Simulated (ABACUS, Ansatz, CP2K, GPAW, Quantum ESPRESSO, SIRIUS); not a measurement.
**LiCl: equilibrium volume by level of theory**

**What was measured.** The equilibrium volume of LiCl (Fm-3m) is reported as 16.97 Å³/atom at 298.15 K (a printed reference work). The runs below try to reproduce it.

The structure is cubic, space group Fm-3m (No. 225). The conventional cell has a = 5.130 Å, b = 5.130 Å, c = 5.130 Å, α = 90.00°, β = 90.00°, γ = 90.00°. Cl (site symmetry m-3m) has 6 Li at 2.56 Å as nearest neighbours. Li (site symmetry m-3m) has 6 Cl at 2.56 Å as nearest neighbours.

| rung | level | program and potentials | cutoff (eV) | k mesh | smearing | task | core time | chip | equilibrium volume (Å³/atom) | miss | notes |
| --- | --- | --- | --- | --- | --- | --- | --- | --- | --- | --- | --- |
| GGA + dispersion | PBEsol+D3(BJ)+ATM | Ansatz, Ansatz PAW | 420 | 9 × 9 × 9 | fermi-dirac 0.05 | relaxation of cell and atoms | 4.3 s | Intel Xeon | 15.51 | -8.6 % | potentials made for PBE, which Ansatz adapts in part |
| LDA | LDA | Ansatz, all-electron LAPW, scalar-relativistic | - | 9 × 9 × 9 | fermi-dirac 0.05 | relaxation of cell and atoms | 5.5 s | Arm Neoverse V2 | 15.30 | -9.8 % | - |
| GGA + dispersion | RPBE+D4 | Ansatz, all-electron LAPW, scalar-relativistic | - | 9 × 9 × 9 | fermi-dirac 0.05 | relaxation of cell and atoms | 7.3 s | Arm Neoverse V1 | 16.58 | -2.3 % | - |
| GGA | PBEsol | Ansatz, all-electron LAPW, scalar-relativistic | - | 9 × 9 × 9 | fermi-dirac 0.05 | relaxation of cell and atoms | 7.6 s | Intel Xeon Platinum 8259CL Skylake/Cascade Lake | 16.21 | -4.5 % | - |
| GGA | RPBE | Ansatz, all-electron LAPW, scalar-relativistic | - | 9 × 9 × 9 | fermi-dirac 0.05 | relaxation of cell and atoms | 10 s | Intel Xeon Platinum 8259CL Skylake/Cascade Lake | 18.19 | +7.2 % | - |
| GGA + dispersion | revPBE+D3(BJ) | Ansatz, all-electron LAPW, scalar-relativistic | - | 9 × 9 × 9 | fermi-dirac 0.05 | relaxation of cell and atoms | 12 s | Intel Xeon Platinum 8259CL Skylake/Cascade Lake | 15.68 | -7.6 % | - |
| hybrid | HSE03 | Ansatz, Ansatz PAW | 420 | 5 × 5 × 5 | fermi-dirac 0.05 | relaxation of cell and atoms | 35 s | Arm Neoverse V1 | 16.76 | -1.2 % | coarse mesh; potentials made for PBE, which Ansatz adapts in part |
| non-local van der Waals functional | PBE+rVV10 | Quantum ESPRESSO, PseudoDojo 0.4.1 SR PBE standard | 1007 | 9 × 9 × 9 | fermi-dirac 0.05 | relaxation of cell and atoms | 40 s | Arm Neoverse V2 | 16.24 | -4.3 % | - |
| GGA | PBEsol | GPAW, PAW data sets generated for this functional | 800 | 7 × 7 × 7 | fermi-dirac 0.05 | equation of state | 41 s | Arm Neoverse V2 | 16.29 | -4.0 % | - |
| Hartree-Fock | HF | Ansatz, Ansatz PAW | 420 | 5 × 5 × 5 | fermi-dirac 0.05 | relaxation of cell and atoms | 42 s | Arm Neoverse V2 | 18.22 | +7.4 % | coarse mesh; potentials made for PBE, which Ansatz adapts in part |
| GGA + dispersion | PBE+D3M(BJ) | Quantum ESPRESSO, PseudoDojo 0.4.1 SR PBE standard | 1007 | 9 × 9 × 9 | fermi-dirac 0.05 | relaxation of cell and atoms | 43 s | Arm Neoverse V2 | 15.13 | -10.8 % | - |
| GGA | PBE | GPAW, GPAW PAW data sets (gpaw-data 1.2.1) | 800 | 9 × 9 × 9 | fermi-dirac 0.05 | equation of state | 77 s | Arm Neoverse V1 | 17.14 | +1.0 % | - |
| GGA + dispersion | PBE+D3(BJ) | Quantum ESPRESSO, PseudoDojo 0.4.1 SR PBE standard | 1007 | 9 × 9 × 9 | fermi-dirac 0.05 | equation of state | 77 s | Arm Neoverse V2 | 16.09 | -5.2 % | - |
| GGA | PBEsol | SIRIUS, PseudoDojo 0.4.1 PBEsol standard (scalar relativistic) | 1030 | 9 × 9 × 9 | fermi-dirac 0.05 | equation of state | 84 s | Intel Xeon 6975P-C Granite Rapids | 16.22 | -4.4 % | - |
| GGA | PBE | CP2K, POTENTIAL_UZH Cl GTH-PBE-q7, Li GTH-PBE-q3; TZVP-MOLOPT-PBE-GTH basis | - | 9 × 9 × 9 | fermi-dirac 0.05 | equation of state | 2 min | Arm Neoverse V1 | 17.17 | +1.2 % | atomic basis |
| GGA | PBE | ABACUS, PseudoDojo NC SR 0.4.1 PBE standard, plane waves | 1007 | 9 × 9 × 9 | fermi-dirac 0.05 | equation of state | 2 min | Intel Xeon Platinum 8488C Sapphire Rapids | 17.08 | +0.6 % | - |

Times are single runs on shared hosts and different chips, so they are rough; meshes, cutoffs and the tasks' sizes weigh on the time. All rows: no spin polarisation. Smearing widths are in eV. Meshes differ between rows, which moves values too. Meshes are those of the run's cell of 2 atoms unless a note names another. Relaxations start from the cell shown or near it and stop with a little pressure left. The cell shown, of 16.87 Å³ an atom, is the runs' start and not the measured value. Misses use the values as printed. Runs on faulty files, with rough fits or with known faults for this quantity aren't shown. No row holds spin-orbit coupling.

By rung: LDA 15.30; GGA + dispersion 15.13 to 16.58; GGA 16.21 to 18.19; non-local van der Waals functional 16.24; GGA in atomic bases 17.17; hybrid on coarse meshes 16.76; Hartree-Fock on coarse meshes 18.22 (Å³/atom). Measured: 16.97 Å³/atom at 298.15 K (a printed reference work). Closest, coarse meshes and atomic bases left aside, is PBE with ABACUS, PseudoDojo NC SR 0.4.1 PBE standard, plane waves (+0.6 %). The runs are for a static lattice, while measurements hold temperature and zero-point motion.
